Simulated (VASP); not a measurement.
The system is Te.

```xyz
3
Lattice="4.4540 0.0000 0.0000 -2.2270 3.8573 0.0000 0.0000 0.0000 5.9240" Properties=species:S:1:pos:R:3 pbc="T T T"
Te    1.6279    2.8197    0.0000
Te   -0.5991    1.0376    3.9493
Te    1.1981    0.0000    1.9747
```

```yaml
Program: VASP 6.6.1
Task: relaxation of cell and atoms
Functional: PBEsol
Potentials_or_basis: VASP PAW PBE potentials, release 64 (Te)
Cutoff: 600 eV
k_mesh: 6 × 6 × 4
Occupations: gaussian, width 0.02 eV
Spin: no spin polarisation
```

At the start: pressure -0.9 GPa; volume 33.93 Å³/atom.

Q: Where does the relaxation end?

A: Over 9 steps the energy falls by 9.4 meV/atom and the volume is 32.14 Å³/atom (-5.3 %); space group P3_121 (No. 152, to 0.05 Å).

Step by step:
```
step  energy change (eV)  largest force (eV/Å)  pressure (GPa)  volume (Å³)
   1              0.0000                0.1176           -0.85       101.78
   2             -0.0082                0.2192            0.29        99.14
   3             -0.0082                0.2175            0.28        99.18
   4             -0.0168                0.1638            0.24        98.38
   5             -0.0276                0.0217            0.32        95.98
   6             -0.0265                0.0386           -0.54        97.46
   7             -0.0282                0.0010           -0.01        96.53
   8             -0.0282                0.0004           -0.01        96.50
   9             -0.0282                0.0017           -0.01        96.41
```

Final structure:
```yaml
crystal:
  lattice:
    - [4.31485, 0.00000, 0.00000]
    - [-2.15742, 3.73677, 0.00000]
    - [0.00000, 0.00000, 5.97959]
  atoms:
    - { symbol: Te, position: [0.71751, 0.71751, 0.00000] }
    - { symbol: Te, position: [0.00000, 0.28249, 0.66667] }
    - { symbol: Te, position: [0.28249, 0.00000, 0.33333] }
```

Caveat: the PAW data sets were made with another functional, which shifts forces and pressure a little.
